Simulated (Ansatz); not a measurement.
Magnetic states of iron, omega (AlB2-type)

Method: DFT, PBE, plane waves (420 eV) with PAW, scalar-relativistic (Ansatz).

Each start was relaxed and then solved on a dense mesh, with Fermi-Dirac smearing of 0.05 eV (0.1 eV in a metal without spin) extrapolated to zero. Rows within 2 meV/atom of each other tie.

Where does each start end, and how do the energies compare? Starts: non-magnetic; ferromagnetic.


```
        start                                 ends  ΔE (meV/atom)  V (Å³/atom)
ferromagnetic  ferromagnetic, net 2.47 μB per atom            0.0        12.00
 non-magnetic                    spin not included           45.4        10.42
```
